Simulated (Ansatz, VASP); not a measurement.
Two plane-wave programs on Pt

Contents of INCAR:

```
SYSTEM = Pt
ALGO     = Normal         ! electronic algorithm
EDIFF    = 1E-7           ! SCF threshold, eV
EDIFFG   = -0.01          ! ionic threshold
ENCUT    = 600            ! plane-wave cutoff, eV
GGA      = PS             ! functional
IBRION   = 2              ! ionic algorithm
ISIF     = 3              ! what is computed and relaxed
ISMEAR   = -1             ! smearing method
IVDW     = 12             ! dispersion correction
LASPH    = .TRUE.         ! aspherical terms in the spheres
LCHARG   = .FALSE.        ! write CHGCAR
LREAL    = .FALSE.        ! projectors in reciprocal space
LWAVE    = .FALSE.        ! write WAVECAR
NELM     = 60             ! most SCF steps
NSW      = 60             ! ionic steps
PREC     = Accurate       ! precision mode
SIGMA    = 0.05           ! smearing width, eV
```

Contents of KPOINTS:

```
k-points
0
G
  12 12 12
  0 0 0
```

Contents of POSCAR:

```
Pt
1.0
    0.0000000000      1.9609000000      1.9609000000
    1.9609000000      0.0000000000      1.9609000000
    1.9609000000      1.9609000000      0.0000000000
Pt
1
Direct
    0.0000000000      0.0000000000      0.0000000000
```

input.yaml

```yaml
crystal:
  lattice:
    - [0.0, 1.9609, 1.9609]
    - [1.9609, 0.0, 1.9609]
    - [1.9609, 1.9609, 0.0]
  atoms:
    - { symbol: Pt, position: [0.0, 0.0, 0.0] }
hamiltonian:
  xc: pbesol
  pseudopotentials: { kind: paw }
  dispersion: d3bj
kpoints:
  mp_grid: { grid: [12, 12, 12] }
scf:
  occupations: { method: fermi_dirac, width: 0.05 }
output:
  forces: true
  stress: true
  eigenvalues: true
relax:
  f_tol: 0.01
  max_steps: 40
  cell: { stress_tol: 0.05 }
```

Alike in both runs: task relaxation of cell and atoms; functional PBEsol; dispersion D3(BJ); k mesh 12 × 12 × 12; occupations fermi-dirac, width 0.05 eV; no spin polarisation.

```csv
,VASP,Ansatz
version,VASP 6.6.1,Ansatz 0.2.0
potentials or method,"VASP PAW PBE potentials, release 64 (Pt)",Ansatz PAW
plane-wave cutoff (eV),600,420
valence electrons in the cell,10,18
```

```tsv
	VASP	Ansatz	Ansatz less VASP
gap on the k mesh at the Fermi level, each at its own relaxed structure (eV)	none	none	-
relaxed volume (Å³/atom)	14.62	14.63	+0.011
relaxed cell length with the largest relative difference (Å)	2.745	2.746	+0.0007
energy change over the relaxation (meV/atom)	-13	-12	+0.9
```

A gap of «none» marks a metal or a gap that the smearing closes. The two sets of potentials don't hold the same shells in valence.

Caveats: pairwise dispersion overbinds metals, which lowers pressure and volume; the PAW data sets were made with another functional, which shifts forces and pressure a little (VASP); the plane-wave basis is chosen anew once the cell has moved, so the energies of steps on either side of that aren't comparable (Ansatz); the PAW data sets come from PBE, with cores solved anew for the run's functional, which leaves a small shift of forces and pressure (Ansatz). Spin-orbit coupling is left out, which matters for the levels of Pt.
